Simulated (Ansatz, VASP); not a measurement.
# One calculation of AlN, two programs

File INCAR:

```
SYSTEM = AlN
ALGO = Normal ; EDIFF = 1E-6
ENCUT = 520 ; GGA = PE
ISIF = 2 ; ISMEAR = 0
LASPH = .True. ; LCHARG = .False.
LREAL = .False. ; LWAVE = .False.
NBANDS = 16 ; NELM = 100
PREC = Accurate ; SIGMA = 0.05
```

KPOINTS

```
k-points
0
Gamma
  8 8 6
  0 0 0
```

POSCAR

```
AlN
1.0
    0.0000000000     -2.0013268331     -2.0013268331
    0.0000000000      2.0013268331     -2.0013268331
    4.0026536662      0.0000000000      0.0000000000
Al N
2 2
Direct
    0.5057976238      0.4942023762      0.0000000000
   -0.0057976238      0.0057976238      0.5000000000
    0.4978966712      0.5021033288      0.5000000000
    0.0021033288      0.9978966712      0.0000000000
```

Input for Ansatz:

```yaml
crystal:
  lattice:
    - [0.0, -2.0013268331, -2.0013268331]
    - [0.0, 2.0013268331, -2.0013268331]
    - [4.0026536662, 0.0, 0.0]
  atoms:
    - { symbol: Al, position: [0.5057976238, 0.4942023762, 0.0] }
    - { symbol: Al, position: [-0.0057976238, 0.0057976238, 0.5] }
    - { symbol: "N", position: [0.4978966712, 0.5021033288, 0.5] }
    - { symbol: "N", position: [0.0021033288, 0.9978966712, 0.0] }
basis:
  ecutwfc: 520.0
kpoints:
  mp_grid: { grid: [8, 8, 6] }
hamiltonian:
  xc: pbe
  pseudopotentials: { kind: paw }
scf:
  occupations: { method: gaussian, width: 0.05 }
output:
  forces: true
  stress: true
  eigenvalues: true
```

Change from the starting cell: mode 4 frozen in at -0.024 Å, equal normal strain along x, y and z -0.0167.

Alike in both runs: task single point; functional PBE; k mesh 8 × 8 × 6; occupations gaussian, width 0.05 eV; no spin polarisation.

```csv
,VASP,Ansatz
version,VASP 6.6.1,Ansatz 0.2.0
potentials or method,"VASP PAW PBE potentials, release 64 (Al, N)","scalar-relativistic, plane waves, PAW"
plane-wave cutoff (eV),520,520
valence electrons in the cell,16,16
```

VASP gave:

- gap on the k mesh at the Fermi level (eV): 4.90
- least direct gap on the mesh (eV): 4.90
- pressure (GPa): 13.8
- largest component of the traceless stress (GPa): 0.09
- rms of the force components (eV/Å): 0.113

Question: Which values does Ansatz return?

Answer: gap on the k mesh at the Fermi level (eV): 4.92; least direct gap on the mesh (eV): 4.93; pressure (GPa): 14.1; largest component of the traceless stress (GPa): 0.09; rms of the force components (eV/Å): 0.113.

Atom by atom the forces differ by 0.000 eV/Å (rms over components). With one functional, cell and mesh, what is left measures potentials, basis and numerics.

A k mesh can miss the band edges.
